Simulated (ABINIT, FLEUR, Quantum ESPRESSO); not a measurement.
Cost and result for the band gap of GaN

**What was measured.** The band gap of GaN (P6_3mc) is reported as 3.5 eV at 1.6 K (a printed reference work). The runs below try to reproduce it.

It takes space group P6_3mc (No. 186, hexagonal). The conventional cell has a = 3.180 Å, b = 3.180 Å, c = 5.166 Å, α = 90.00°, β = 90.00°, γ = 120.00°. Ga (site symmetry 3m) is surrounded by 4 N at 1.94 to 1.95 Å. N (site symmetry 3m) is surrounded by 4 Ga at 1.94 to 1.95 Å.

```tsv
rung	level	program and potentials	cutoff (eV)	k mesh	task	core time	chip	band gap (eV)	miss (eV)	notes
LDA	LDA	ABINIT, JTH PAW LDA v2.0	680	4 × 4 × 2	single point	8.8 s	Arm Neoverse V2	1.96	-1.54	coarse mesh
GGA	PBE	Quantum ESPRESSO, PseudoDojo 0.4.1 SR PBE standard	1143	4 × 4 × 2	single point	14 s	Arm Neoverse V1	2.00	-1.50	coarse mesh
LDA	LDA	ABINIT, JTH PAW LDA v2.0	680	8 × 8 × 4	single point	47 s	Arm Neoverse V1	1.97	-1.53	-
GGA	PBE	ABINIT, JTH PAW PBE v2.0	680	8 × 8 × 4	single point	51 s	Arm Neoverse V1	1.96	-1.54	-
GGA	revPBE	Quantum ESPRESSO, PseudoDojo 0.4.1 SR PBE standard	1143	10 × 10 × 5	band structure	2.3 min	Arm Neoverse V1	2.10	-1.40	potentials made for PBE
GGA	RPBE	FLEUR, all-electron, FLAPW	-	10 × 10 × 5	band structure	3.4 min	AMD EPYC 9R14 Zen 4	2.10	-1.40	-
```

Times are single runs on shared hosts and different chips, so they are rough; meshes, cutoffs and the tasks' sizes weigh on the time. All rows: no spin polarisation. Gaps are the least found on the k mesh or the band path, and a mesh can miss the band edges. The cell comes from a database and isn't always the measured one. Meshes differ between rows, which moves values too. All levels ran on this one cell, unrelaxed unless noted. Meshes are those of the run's cell of 4 atoms unless a note names another. Misses use the values as printed. Runs on faulty files, with rough fits or with known faults for this quantity aren't shown. No row holds spin-orbit coupling.

By rung: LDA 1.97; GGA 1.96 to 2.10; LDA on coarse meshes 1.96; GGA on coarse meshes 2.00 (eV). Measured: 3.5 eV at 1.6 K (a printed reference work). Closest, coarse meshes and atomic bases left aside, is RPBE (-1.40 eV), and PBE misses by -1.54 eV on plain settings. LDA and GGA gaps fall short mostly because these functionals lack the derivative discontinuity; the runs are for a static lattice, while measurements hold temperature and zero-point motion.
